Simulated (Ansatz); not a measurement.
## Molecular dynamics of TiO$_{2}$

input.yaml

```yaml
crystal:
  lattice:
    - [3.84706, 0.0, 0.0]
    - [0.0, 3.84706, 0.0]
    - [0.0, 0.0, 9.669995]
  atoms:
    - { symbol: Ti, position: [0.00177694, 0.13958504, 0.02979223] }
    - { symbol: Ti, position: [0.01070127, 0.65134617, 0.27095663] }
    - { symbol: O, position: [-0.02013567, 0.14363027, 0.25236459] }
    - { symbol: O, position: [-0.097754, 0.51625194, 0.51145568] }
    - { symbol: O, position: [-0.0629069, 0.59207956, 0.07321861] }
    - { symbol: O, position: [-0.07096387, 0.00519618, 0.82021108] }
    - { symbol: Ti, position: [0.41005392, 0.43667794, 0.51235883] }
    - { symbol: Ti, position: [0.3815254, -0.03773046, 0.74813892] }
    - { symbol: O, position: [0.5030015, 0.49727256, 0.72636577] }
    - { symbol: O, position: [0.47379866, 0.09425403, 1.00128047] }
    - { symbol: O, position: [0.40461008, -0.02547078, 0.57192705] }
    - { symbol: O, position: [0.48777235, 0.56352144, 0.29997095] }
basis:
  ecutwfc: 420.0
kpoints:
  mp_grid: { grid: [3, 3, 1] }
hamiltonian:
  xc: pbesol
  pseudopotentials: { kind: paw, azcp: { folder: soft_1 } }
scf:
  occupations: { method: fermi_dirac, width: 0.24 }
  lower_state_search: "off"
md:
  timestep: 1
  n_steps: 320
  ensemble: nvt_langevin
  temperature: 2240.0
  initial_velocities: maxwell_boltzmann
  seed: 307937
  friction: 0.02
  temperature_schedule:
    - { n_steps: 240, end_temperature: 300.0 }
    - { n_steps: 80, end_temperature: 300.0 }
```

Launched with:

```bash
$ ansatz run input.yaml --threads 1 --pin off --max-ram 3072MiB --backend cpu --events-out ev --progress --plain --runs-dir out
```

It goes on from the last frame of an earlier run, with new velocities.

Output, in part (step lines):

```
md step     0: t =     0.00 fs  T =  2053.3 K (target 2240.0 K)  F+E_penalty+E_count = -14396.22720316 eV  E_kin = 3.184966 eV  (10 SCF iters)
md step     1: t =     1.00 fs  T =  2017.1 K (target 2236.0 K)  F+E_penalty+E_count = -14396.22270415 eV  E_kin = 3.128780 eV  (11 SCF iters)
md step     2: t =     2.00 fs  T =  2006.7 K (target 2227.9 K)  F+E_penalty+E_count = -14396.25193895 eV  E_kin = 3.112672 eV  (11 SCF iters)
md step     3: t =     3.00 fs  T =  2049.1 K (target 2219.8 K)  F+E_penalty+E_count = -14396.29528915 eV  E_kin = 3.178451 eV  (11 SCF iters)
md step     4: t =     4.00 fs  T =  2115.4 K (target 2211.7 K)  F+E_penalty+E_count = -14396.33600039 eV  E_kin = 3.281174 eV  (11 SCF iters)
md step     5: t =     5.00 fs  T =  2195.4 K (target 2203.6 K)  F+E_penalty+E_count = -14396.38882137 eV  E_kin = 3.405264 eV  (8 SCF iters)
md step     6: t =     6.00 fs  T =  2251.7 K (target 2195.5 K)  F+E_penalty+E_count = -14396.45251774 eV  E_kin = 3.492687 eV  (8 SCF iters)
md step     7: t =     7.00 fs  T =  2415.6 K (target 2187.5 K)  F+E_penalty+E_count = -14396.52821444 eV  E_kin = 3.746888 eV  (8 SCF iters)
[... lines left out ...]
md step   319: t =   319.00 fs  T =   306.7 K (target 300.0 K)  F+E_penalty+E_count = -14398.72189585 eV  E_kin = 0.475710 eV  (6 SCF iters)
md step   320: t =   320.00 fs  T =   326.9 K (target 300.0 K)  F+E_penalty+E_count = -14398.70941838 eV  E_kin = 0.507045 eV  (9 SCF iters)
```

The steps, from the saved trajectory:

```tsv
time (fs)	T (K)	potential energy less start (eV)
0	2053	0.000
10	2840	-0.521
20	2075	-0.403
30	1947	-0.319
40	1881	-0.089
50	1943	0.143
60	2251	0.180
70	2540	-0.181
80	1468	0.014
90	1773	-0.647
100	1623	-1.315
110	1420	-1.230
120	1748	-1.575
130	1636	-1.524
140	1426	-1.460
150	1591	-1.767
160	1063	-0.867
170	1221	-1.049
180	1456	-1.054
190	1051	-1.179
200	958	-1.515
210	1178	-2.306
220	691	-2.044
230	633	-2.116
240	519	-2.226
250	483	-2.292
260	582	-2.457
270	525	-2.565
280	516	-2.600
290	447	-2.716
300	470	-2.640
310	360	-2.542
320	327	-2.482
```

The run went to its last step. The schedule's set-point averaged 463 K over the second half and the system 739 K, so it lags behind the ramp. A run of 0.32 ps of so small a system gives no equilibrium averages. Limits of this set-up: coarse k mesh, PAW files made for another functional.

Mean squared displacements from the first frame to the last, about the centre of mass: Ti 0.22 Å², O 0.09 Å².

Last frame:

```xyz
12
Lattice="3.8471 0.0000 0.0000 0.0000 3.8471 0.0000 0.0000 0.0000 9.6700" Properties=species:S:1:pos:R:3
Ti 0.221 -0.070 0.195
Ti 0.305 1.746 2.647
O 0.161 0.012 2.301
O 0.162 1.812 4.578
O 0.402 1.789 0.563
O 0.311 -0.307 7.913
Ti 2.094 1.833 4.979
Ti 2.358 -0.342 7.536
O 2.390 1.746 7.019
O 2.187 -0.304 9.458
O 2.016 -0.152 5.497
O 2.172 1.890 3.065
```

Run time: 19 min on 1 thread of Arm Neoverse V2 (shared host), peak memory 0.4 GiB.
